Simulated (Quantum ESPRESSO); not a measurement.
## BP: phonons with PBE

Crystal: BP.

```
P B
1.0
     0.00000    2.26900    2.26900
     2.26900    0.00000    2.26900
     2.26900    2.26900    0.00000
P B
1 1
Direct
  0.75000 0.75000 0.75000
  0.00000 0.00000 0.00000
```

- Program: Quantum ESPRESSO 7.5
- Task: phonons
- Functional: PBE
- Potentials or basis: SG15 PBE 1.2
- Cutoff: 952 eV
- Density cutoff: 3810 eV
- k mesh: 8 × 8 × 8, shifted
- Occupations: fermi-dirac, width 0.05 eV
- Spin: no spin polarisation
- Mixing beta: 0.5
- Most SCF iterations: 120
- SCF threshold: 4e-10 Ry

| Property | Result |
| --- | --- |
| Relaxed volume | 11.71 Å³/atom |
| Relaxed cell | a = 3.211 Å, b = 3.211 Å, c = 3.211 Å, α = 60.00°, β = 60.00°, γ = 60.00° |
| Space group after relaxing (to 0.05 Å) | F-43m (No. 216) |
| Pressure after relaxing | 0.0 GPa |
| Electronic dielectric tensor (diagonal) | 9.10 |
| Born charges (mean of the diagonal) | P +0.53; B -0.53 e |
| Highest phonon frequency at Γ, LO-TO splitting left out | 801 cm⁻¹ |
| Static dielectric tensor (diagonal) | 9.21 |

Final structure:
```
P B
1.0
     0.00000    2.27061    2.27061
     2.27061    0.00000    2.27061
     2.27061    2.27061    0.00000
P B
1 1
Cartesian
  3.4059 3.4059 3.4059
  0.0000 0.0000 0.0000
```

Levels at points of the mesh, in eV from the valence-band top:
```csv
k point,band 1,band 2,band 3,band 4,band 5,band 6,band 7,band 8,band 9
"(0.06, 0.06, 0.06)",-15.22,-0.45,0.00,0.00,3.72,3.72,3.78,7.67,11.91
```

Phonon frequencies in cm⁻¹ (negative: imaginary):
| q point | frequencies |
| --- | --- |
| (0.000, 0.000, 0.000) | 14 14 14 801 801 801 |

Electronic dielectric tensor:
```
9.10 0.00 0.00
0.00 9.10 0.00
0.00 0.00 9.10
```

Born effective charge tensors (e):
atom 1, P
```
0.53 0.00 0.00
0.00 0.53 0.00
0.00 0.00 0.53
```
atom 2, B
```
-0.53  0.00  0.00
 0.00 -0.53  0.00
 0.00  0.00 -0.53
```

Optical modes at Γ, degenerate ones joined, polar ones without the macroscopic field:
```
cm⁻¹  components  symmetry     active in  IR intensity, summed ((D/Å)²/amu)
 801           3        T2  IR and Raman                               2.40
```

Zone-centre frequencies without and with the macroscopic field along z (cm⁻¹):
```
                optical modes in rising order
       without                    801 801 801
with the field                    801 801 806
```

Static dielectric tensor, electrons and zone-centre modes:
```
9.21 0.00 0.00
0.00 9.21 0.00
0.00 0.00 9.21
```

It took 4 min on 1 thread of Arm Neoverse V1, with other jobs on the host, peak memory 0.05 GiB.
